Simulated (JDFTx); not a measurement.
# BAs under changes of volume

One of the cells (13.626 Å³/atom); the others are scaled copies at fixed shape and fractional positions:

```
As B
1.0
     0.00000    2.38850    2.38850
     2.38850    0.00000    2.38850
     2.38850    2.38850    0.00000
As B
1 1
Direct
  0.75000 0.75000 0.75000
  0.00000 0.00000 0.00000
```

```yaml
Program: JDFTx 1.7.0 (patched build)
Functional: PBEsol
Potentials_or_basis: PseudoDojo-SR-PBEsol-0.4.1-standard
Cutoff: 1143 eV
Density_cutoff: 9143 eV
k_mesh: 10 × 10 × 10
Occupations: fermi-dirac, width 0.05 eV
Spin: no spin polarisation
```

| volume (Å³/atom) | energy over the lowest point (meV/atom) | pressure (GPa) | gap on the mesh (eV) |
| --- | --- | --- | --- |
| 12.809 | ? | ? | ? |
| 13.081 | 7.62 | 5.4 | 1.05 |
| 13.354 | 1.22 | 2.2 | 1.08 |
| 13.626 | 0.00 | -0.7 | 1.10 |
| 13.899 | 3.46 | -3.3 | 1.11 |
| 14.171 | 11.14 | -5.7 | 1.13 |
| 14.444 | 22.64 | -7.8 | 1.15 |

What does the run at 12.809 Å³/atom give?

Energy over the lowest point 19.74 meV/atom; pressure 8.9 GPa; gap on the mesh 1.03 eV.

Worked out: A Birch-Murnaghan fit of order 3 (a polynomial in V^(-2/3)) to the other rows has its minimum at 13.56 Å³/atom with B0 = V·E''(V) = 140 GPa and B' = 4.1. It gives 19.74 meV/atom at 12.809 Å³/atom, against the run's 19.74, and -dE/dV = 8.9 GPa, against 8.9. A straight line through the other rows of the gap, of slope 0.952 eV per unit of ln V, extrapolates to 1.04 eV, against the run's 1.03.

Energies are extrapolated to zero smearing.

A mesh can miss the band edges. Spin-orbit coupling on As is left out.
